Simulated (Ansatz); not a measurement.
**EuO in the rocksalt structure**

**What was measured.** A cell as deposited of cubic EuO (space group Fm-3m), temperature not stated, from the Crystallography Open Database (1963), has a = 5.144 Å and 17.01 Å³/atom.

Method: PBE+U (U_eff = 6 eV on Eu 4f), scalar-relativistic; collinear spin; PAW, 420 eV, 10×10×10 k-mesh, Gaussian smearing of 0.05 eV; code Ansatz. The datasets are Ansatz's generated set soft_2.

```
CELL_PARAMETERS angstrom
0.00000 2.58828 2.58828
2.58828 0.00000 2.58828
2.58828 2.58828 0.00000
ATOMIC_POSITIONS crystal
Eu 0.50000 0.50000 0.50000
O 0.00000 0.00000 0.00000
```

The start was a prototype's sites filled with these elements; the Crystallography Open Database holds the compound in this structure.

Magnetic state: ferromagnetic, site spin moments Eu 6.76; O -0.08 μB.

The cell above was scaled in volume, its shape and atoms being fixed by the lattice's symmetry. Energies are counted from the cell above.

```json
{"V (Å³/atom)": "16.386", "ΔE (meV/atom)": "15.70", "P from the stress (GPa)": "5.53"}
{"V (Å³/atom)": "16.646", "ΔE (meV/atom)": "8.06", "P from the stress (GPa)": "3.86"}
{"V (Å³/atom)": "16.993", "ΔE (meV/atom)": "1.92", "P from the stress (GPa)": "1.83"}
{"V (Å³/atom)": "17.339", "ΔE (meV/atom)": "0.00", "P from the stress (GPa)": "0.00"}
{"V (Å³/atom)": "17.686", "ΔE (meV/atom)": "1.82", "P from the stress (GPa)": "-1.64"}
{"V (Å³/atom)": "18.033", "ΔE (meV/atom)": "7.02", "P from the stress (GPa)": "-3.11"}
{"V (Å³/atom)": "18.553", "ΔE (meV/atom)": "20.27", "P from the stress (GPa)": "-5.04"}
{"V (Å³/atom)": "19.073", "ΔE (meV/atom)": "39.40", "P from the stress (GPa)": "-6.68"}
```

Task: Do the energies and the pressures agree? Compare −ΔE/ΔV between neighbouring points (1 meV/Å³ = 0.1602 GPa) with the mean of their pressures.

Result: 
```json
{"interval (Å³/atom)": "16.39 to 16.65", "−ΔE/ΔV (GPa)": "4.7", "mean P (GPa)": "4.7"}
{"interval (Å³/atom)": "16.65 to 16.99", "−ΔE/ΔV (GPa)": "2.8", "mean P (GPa)": "2.8"}
{"interval (Å³/atom)": "16.99 to 17.34", "−ΔE/ΔV (GPa)": "0.9", "mean P (GPa)": "0.9"}
{"interval (Å³/atom)": "17.34 to 17.69", "−ΔE/ΔV (GPa)": "-0.8", "mean P (GPa)": "-0.8"}
{"interval (Å³/atom)": "17.69 to 18.03", "−ΔE/ΔV (GPa)": "-2.4", "mean P (GPa)": "-2.4"}
{"interval (Å³/atom)": "18.03 to 18.55", "−ΔE/ΔV (GPa)": "-4.1", "mean P (GPa)": "-4.1"}
{"interval (Å³/atom)": "18.55 to 19.07", "−ΔE/ΔV (GPa)": "-5.9", "mean P (GPa)": "-5.9"}
```
They differ by 0.03 GPa at most.

Task: What do the two routes give for V0, B0 and B0′?

Result: A third-order Birch–Murnaghan fit of the energies: V0 = 17.34 Å³/atom, B0 = 87 GPa, B0′ = 4.5. A polynomial of P in ln V, with B = −dP/d ln V at P = 0: V0 = 17.34 Å³/atom, B0 = 86 GPa, B0′ = 4.4.

B0·V0 = 86.6 GPa × 17.34 Å³ = 9.37 eV/atom sets the scale: near the minimum ΔE ≈ ½ B0 V0 x², with x = V/V0 − 1, and a pressure of 0.9 GPa squeezes the volume by about 1 %. At the ends of the curve: x = −5.5 % predicts 14.2 meV/atom and the run gives 15.7; x = +10.0 % predicts 46.9 meV/atom and the run gives 39.4. The lopsidedness is anharmonic: atoms resist being pushed together more than being pulled apart.

**Against experiment.** PBE+U gives 5.177 Å and 17.34 Å³/atom, +1.9 % in volume (+0.6 % in length) from the database's cell. PBE tends to overestimate volumes, and a Hubbard U, which takes the open shell out of the bonding, usually adds to that.

For elements this heavy, spin–orbit coupling would shift levels and gaps; it isn't included here. The run wasn't fully tested for a lower electronic state. Site moments are of spin, integrated over atomic spheres.
